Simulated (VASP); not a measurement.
A run of VASP 6.6.1 is set up as follows.

Contents of INCAR:

```
SYSTEM = Ni
PREC = Accurate
ENCUT = 520
EDIFF = 1E-7
ISMEAR = 0
SIGMA = 0.1
LREAL = .False.
LASPH = .True.
NELM = 150
ALGO = Normal
ISIF = 2
LWAVE = .False.
LCHARG = .True.
ISPIN = 2
MAGMOM = 1 1 1 1 1 1 1
LORBIT = 11
LMAXMIX = 4
GGA = PS
LELF = .True.
LVHAR = .True.
LVACPOTAV = .True.
```

Contents of KPOINTS:

```
regular mesh
0
Gamma
  12 12 1
  0 0 0
```

The input POSCAR:

```
Ni
1.0
    2.4918442969      0.0000000000      0.0000000000
    0.0000000000      2.4918442969      0.0000000000
    0.0000000000      0.0000000000     24.5720000000
Ni
7
Direct
    0.0000000000      0.0000000000      0.2848770959
    0.5000000000      0.5000000000      0.3565847306
    0.0000000000      0.0000000000      0.4282923653
    0.5000000000      0.5000000000      0.5000000000
    0.0000000000      0.0000000000      0.5717076347
    0.5000000000      0.5000000000      0.6434152694
    0.0000000000      0.0000000000      0.7151229041
```

Potentials or basis: VASP PAW PBE potentials, release 64 (Ni).

Launch:

```bash
$ cat potpaw_PBE.64/Ni/POTCAR > POTCAR
$ mpirun -np 1 vasp_std > vasp.out
```

Question: Estimate the site moments.

Answer: Ni +0.75, +0.67, +0.64 μB.

Question: Estimate the largest force.

Answer: 0.728 eV/Å.

Forces in eV/Å, atoms in the order of the input:
```
Ni   0.000  0.000  0.728
Ni   0.000  0.000 -0.350
Ni   0.000  0.000  0.006
Ni   0.000  0.000  0.000
Ni   0.000  0.000 -0.006
Ni   0.000  0.000  0.350
Ni   0.000  0.000 -0.728
```

Caveat: the PAW data sets were made with another functional, which shifts forces and pressure a little.
